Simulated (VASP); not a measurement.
# Y (P6_3/mmc) in VASP: further runs

Runs on Y. Level: PBEsol. Tasks: single point.

Everything below comes from runs of VASP 6.6.1. Logs are shortened: lines on timing, memory, paths and dates and some standing lists are left out, and cuts for length are marked.

### 1 Starting point

The structure is hexagonal, space group P6_3/mmc (No. 194). Conventional cell: a = 3.647 Å, b = 3.647 Å, c = 5.731 Å, α = 90.00°, β = 90.00°, γ = 120.00°. Around Y (site symmetry -6m2) lie 12 Y at 3.56 to 3.65 Å.

### 2 Single point, PBEsol

Input file INCAR:

```
SYSTEM = Y
PREC     = Accurate       ! precision mode
ENCUT    = 450            ! plane-wave cutoff, eV
EDIFF    = 1E-6           ! SCF threshold, eV
ISMEAR   = -5             ! smearing method
SIGMA    = 0.15           ! smearing width, eV
LREAL    = .FALSE.        ! projectors in reciprocal space
LASPH    = .TRUE.         ! aspherical terms in the spheres
NELM     = 100            ! most SCF steps
ALGO     = Normal         ! electronic algorithm
ISIF     = 2              ! what is computed and relaxed
LWAVE    = .FALSE.        ! write WAVECAR
LCHARG   = .FALSE.        ! write CHGCAR
GGA      = PS             ! functional
NBANDS   = 18             ! bands
ADDGRID  = .FALSE.
```

Input file KPOINTS:

```
Automatic mesh
0
G
  18 18 10
  0 0 0
```

Input file POSCAR:

```
Y
1.0
    3.6474000000      0.0000000000      0.0000000000
   -1.8237000000      3.1587410578      0.0000000000
    0.0000000000      0.0000000000      5.7306000000
Y
2
Direct
    0.6666666667      0.3333333333      0.7500000000
    0.3333333333      0.6666666667      0.2500000000
```

Potentials or basis: VASP PAW PBE potentials, release 64 (Y_sv).

The run is started by

```console
$ cat potpaw_PBE.64/Y_sv/POTCAR > POTCAR
$ mpirun -np 1 vasp_std > vasp.out
```

OUTCAR:

```text
SYSTEM = Y
   PREC = Accurate
   ENCUT = 450
   EDIFF = 1E-6
   ISMEAR = -5
   LREAL = .FALSE.
   LASPH = .TRUE.
   NELM = 100
   ISIF = 2
   GGA = PS

 Found    222 irreducible k-points:

 Following reciprocal coordinates:
            Coordinates               Weight
  0.000000  0.000000  0.000000      1.000000
  0.055556 -0.000000  0.000000      6.000000
  0.111111 -0.000000  0.000000      6.000000
  0.166667  0.000000  0.000000      6.000000
  0.222222 -0.000000  0.000000      6.000000
  0.277778  0.000000  0.000000      6.000000
   k-points           NKPTS =    222   k-points in BZ     NKDIM =    222   number of bands    NBANDS=     18
   number of dos      NEDOS =    301   number of ions     NIONS =      2
   total plane-waves  NPLWV =  31360
   dimension x,y,z NGX =    28 NGY =   28 NGZ =   40
   dimension x,y,z NGXF=    56 NGYF=   56 NGZF=   80
   ions per type =               2
   NGX,Y,Z   is equivalent  to a cutoff of  12.76, 12.76, 11.60 a.u.
   NGXF,Y,Z  is equivalent  to a cutoff of  25.52, 25.52, 23.21 a.u.
 SYSTEM =  Y
   PREC   = accura    normal or accurate (medium, high low for compatibility)
   ISTART =      0    job   : 0-new  1-cont  2-samecut
   ICHARG =      2    charge: 1-file 2-atom 10-const
   ISPIN  =      1    spin polarized calculation?
   LNONCOLLINEAR =      F non collinear calculations
   LSORBIT =      F    spin-orbit coupling
   LASPH  =      T    aspherical Exc in radial PAW
   ENCUT  =  450.0 eV  33.07 Ry    5.75 a.u.   6.31  6.31  9.91*2*pi/ulx,y,z
   NELM   =    100;   NELMIN=  2; NELMDL= -5     # of ELM steps
   EDIFF  = 0.1E-05   stopping-criterion for ELM
   LREAL  =      F    real-space projection
   EDIFFG = 0.1E-04   stopping-criterion for IOM
   NSW    =      0    number of steps for IOM
   IBRION =     -1    ionic relax: 0-MD 1-quasi-New 2-CG
   NFREE  =      0    steps in history (QN), initial steepest desc. (CG)
   ISIF   =      2    stress and relaxation
   ISYM   =      2    0-nonsym 1-usesym 2-fastsym
   POTIM  = 0.5000    time-step for ionic-motion
   TEBEG  =    0.0;   TEEND  =   0.0 temperature during run
   PSTRESS=    0.0 pullay stress
   NELECT =      22.0000    total number of electrons
   NUPDOWN=      -1.0000    fix difference up-down
   EMIN   =  10.00;   EMAX   =-10.00  energy-range for DOS
   EFERMI =   0.00;   METHOD = LEGACY
   ISMEAR =    -5;   SIGMA  =   0.15  broadening in eV -4-tet -1-fermi 0-gaus
   EFERMI_NEDOS =   21; number of points for ismear=-14 and -15
   IALGO  =     38    algorithm
   IMIX   =      4    mixing-type and parameters
     AMIX     =   0.40;   BMIX     =  1.00
     AMIX_MAG =   1.60;   BMIX_MAG =  1.00
  volume/ion in A,a.u.               =      33.01       222.77
  Fermi-wavevector in a.u.,A,eV,Ry     =   1.134967  2.144777 17.526345  1.288150
  Thomas-Fermi vector in A             =   2.271671
   LORBIT       =      0    0 simple, 1 ext, 2 COOP (PROOUT), +10 PAW based schemes
   GGA     = PS    functional components
   LHFCALC =     F    Hartree Fock is set to
   AEXX    =    0.0000 exact exchange contribution
   IVDW    =     0    specifies the selected vdW correction
   LEPSILON=     F    determine dielectric tensor
   LRPA    =     F    only Hartree local field effects (RPA)
 non-spin polarized calculation
 Fermi weights with tetrahedron method with Bloechl corrections
  energy-cutoff  :      450.00
  volume of cell :       66.02
 maximum number of plane-waves:      1456
 NGX is ok and might be reduce to    28
   NGX = 13   NGY = 13   NGZ = 19

 number of electron      22.0000000 magnetization

 Free energy of the ion-electron system (eV)
  ---------------------------------------------------
  ext. energy  EPLUGINS =         0.00000000
  ---------------------------------------------------
  free energy    TOTEN  =       -13.61163447 eV

  energy without entropy =      -13.61163447  energy(sigma->0) =      -13.61163447

 E-fermi :   2.8633     XC(G=0):  -9.5141

 val. band max:        2.8813795301   @ k =   0.2778   0.2778   0.3000
 cond. band min:       2.8499036742   @ k =   0.2222   0.1667   0.2000
 fundamental gap:     -0.0314758559
 Fermi energy:         2.8632541359

 k-point     1 :       0.0000    0.0000    0.0000
  band No.  band energies     occupation
      1     -39.7519      2.00000
      2     -39.6799      2.00000
      3     -20.0413      2.00000
      4     -19.5730      2.00000
      5     -19.5730      2.00000
      6     -19.4847      2.00000
      7     -19.4847      2.00000
      8     -19.4498      2.00000
      9      -1.8340      2.00000
     10       0.9922      2.00000
     11       3.7389      0.00000
     12       4.5957      0.00000
     13       4.5957      0.00000
     14       4.8831      0.00000
     15       5.1927      0.00000
     16       5.1927      0.00000
     17       5.6331      0.00000
     18       5.6331      0.00000

 k-point     2 :       0.0556   -0.0000    0.0000
  band No.  band energies     occupation
      1     -39.7504      2.00000
      2     -39.6793      2.00000
      3     -20.0358      2.00000
      4     -19.5842      2.00000
      5     -19.5768      2.00000
      6     -19.4966      2.00000
      7     -19.4861      2.00000
      8     -19.4523      2.00000
      9      -1.7680      2.00000
     10       1.0551      2.00000
     11       3.6701      0.00000
     12       4.4003      0.00000
     13       4.6567      0.00000
     14       5.0285      0.00000
     15       5.1218      0.00000
     16       5.2503      0.00000
     17       5.5384      0.00000
     18       5.5682      0.00000

 k-point     3 :       0.1111   -0.0000    0.0000
  band No.  band energies     occupation
      1     -39.7460      2.00000
      2     -39.6778      2.00000
      3     -20.0197      2.00000
      4     -19.6165      2.00000
      5     -19.5877      2.00000
      6     -19.5303      2.00000
      7     -19.4905      2.00000
      8     -19.4599      2.00000
      9      -1.5740      2.00000
     10       1.2355      2.00000
     11       3.4818      0.00000
     12       4.0646      0.00000
     13       4.8383      0.00000
     14       4.9116      0.00000
     15       5.2691      0.00000
     16       5.3219      0.00000
     17       5.4007      0.00000
     18       5.4210      0.00000

 k-point     4 :       0.1667    0.0000    0.0000
  band No.  band energies     occupation
      1     -39.7390      2.00000
      2     -39.6755      2.00000
      3     -19.9940      2.00000
      4     -19.6661      2.00000
      5     -19.6039      2.00000
      6     -19.5810      2.00000
      7     -19.4974      2.00000
      8     -19.4727      2.00000
      9      -1.2635      2.00000
     10       1.5048      2.00000
     11       3.2171     -0.00086
     12       3.7017      0.00000
     13       4.6554      0.00000
     14       5.0736      0.00000
     15       5.1361      0.00000
     16       5.1818      0.00000
     17       5.5336      0.00000
     18       5.6983      0.00000

 k-point     5 :       0.2222   -0.0000    0.0000
  band No.  band energies     occupation
      1     -39.7302      2.00000
      2     -39.6730      2.00000
      3     -19.9603      2.00000
      4     -19.7272      2.00000
      5     -19.6415      2.00000
      6     -19.6232      2.00000
      7     -19.5065      2.00000
      8     -19.4905      2.00000
      9      -0.8560      2.00000
     10       1.7999      2.00000
     11       2.9236      0.62074
     12       3.3699      0.00000
     13       4.4251      0.00000
     14       4.8365      0.00000
     15       4.9535      0.00000
     16       5.5424      0.00000
     17       5.8505      0.00000
     18       6.0703      0.00000

 k-point     6 :       0.2778    0.0000    0.0000
  band No.  band energies     occupation
      1     -39.7205      2.00000
      2     -39.6707      2.00000
      3     -19.9208      2.00000
      4     -19.7923      2.00000
      5     -19.7039      2.00000
      6     -19.6431      2.00000
      7     -19.5165      2.00000
      8     -19.5130      2.00000
      9      -0.3799      2.00000
     10       2.0058      2.00000
     11       2.6405      2.03886
     12       3.1255      0.00000
     13       4.3172      0.00000
     14       4.6292      0.00000
     15       4.7426      0.00000
     16       6.0446      0.00000
     17       6.2325      0.00000
     18       6.5167      0.00000

 [... further k-points ...]

------------------------ aborting loop because EDIFF is reached ----------------------------------------

  FORCE on cell =-STRESS in cart. coord.  units (eV):
  Direction    XX          YY          ZZ          XY          YZ          ZX
  --------------------------------------------------------------------------------------
  -------------------------------------------------------------------------------------
  Total       -0.7934847     -0.7934847     -1.1344096      0.0000000      0.0000000      0.0000000
  in kB      -19.2553586    -19.2553586    -27.5285258      0.0000000      0.0000000      0.0000000
  external PRESSURE =     -22.0130810 kB  Pullay stress =       0.0000000 kB

 VOLUME and BASIS-vectors are now :
 -----------------------------------------------------------------------------
  energy-cutoff  :      450.00
  volume of cell :       66.02
      direct lattice vectors                 reciprocal lattice vectors
     3.647400000  0.000000000  0.000000000     0.274167900  0.158290911  0.000000000
    -1.823700000  3.158741058  0.000000000     0.000000000  0.316581822  0.000000000
     0.000000000  0.000000000  5.730600000     0.000000000  0.000000000  0.174501797

 POSITION                                       TOTAL-FORCE (eV/Angst)
 -----------------------------------------------------------------------------------
      1.82370      1.05291      4.29795         0.000000     -0.000000      0.000000
     -0.00000      2.10583      1.43265        -0.000000      0.000000      0.000000
 -----------------------------------------------------------------------------------
    total drift:                               -0.000000      0.000000     -0.000000

  FREE ENERGIE OF THE ION-ELECTRON SYSTEM (eV)
  ---------------------------------------------------
  free  energy   TOTEN  =       -13.6116344666 eV

  energy  without entropy=      -13.6116344666  energy(sigma->0) =      -13.61163447
```

It took 92 s on 1 thread of AMD EPYC 9R45 (Zen 5), shared host; peak memory 0.32 GiB.

The run converged, but some of its settings lie outside the range that counts as converged, so its numbers aren't taken as properties of the crystal.

What came out:

```yaml
Free_energy: -13.6116 eV
Pressure: -2.2 GPa
Band_gap_on_the_k_mesh: none (metal or under the smearing width)
```

Caveat: the PAW data sets were made with another functional, which shifts forces and pressure a little; tetrahedron occupations give inexact forces and stress in metals.

[end of part 1 of 2]
